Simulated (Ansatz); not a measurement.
Something may be wrong with this Ansatz 0.2.0 calculation of Sr.

Contents of input.yaml:

```yaml
crystal:
  lattice:
    - [0.0, 2.920656, 3.04235]
    - [2.920656, 0.0, 3.04235]
    - [2.920656, 2.920656, 0.0]
  atoms:
    - { symbol: sr, position: [0.0, 0.0, 0.0] }
hamiltonian:
  xc: pbesol
  pseudopotentials: { kind: paw }
kpoints:
  mp_grid: { grid: [7, 7, 7] }
  band_path:
    path:
      - [[0.0, 0.0, 0.0], [0.0, 0.5, 0.5], [-0.2304, 0.5, 0.2696], [-0.3652, 0.3652, 0.0], [0.0, 0.0, 0.0], [0.5, 0.5, 0.0], [0.3652, 0.6348, 0.0], [0.0, 0.5, 0.0], [0.25, 0.75, 0.5], [0.5, 0.7696, 0.2696], [0.5, 0.5, 0.0]]
      - [[0.0, 0.5, 0.5], [0.25, 0.75, 0.5]]
    npoints: 14
scf:
  occupations: { method: fermi_dirac, width: 0.05 }
  n_extra_bands: 6
  max_iter: 100
output:
  forces: true
  stress: true
  eigenvalues: true
  fatbands: false
```

Potentials or basis: Ansatz PAW.

Run with:

```sh
$ ansatz run input.yaml --threads 2 --pin off --max-ram 5632MiB --backend cpu --events-out ev --progress --plain --runs-dir out
```

Output:

```text
Error: YAML parse error: error: line 7 column 17: `sr` is not an element symbol (H … Og, case-exact)
 --> <input>:7:17
  |
5 |     - [2.920656, 2.920656, 0.0]
6 |   atoms:
7 |     - { symbol: sr, position: [0.0, 0.0, 0.0] }
  |                 ^ `sr` is not an element symbol (H … Og, case-exact)
8 | hamiltonian:
9 |   xc: pbesol
  |
```

**Question.** What happened, and what is wrong with the input?

**Answer.** The program refused the input. The input holds a flaw that was put in on purpose: an unknown element (crystal.atoms[0].symbol = sr).
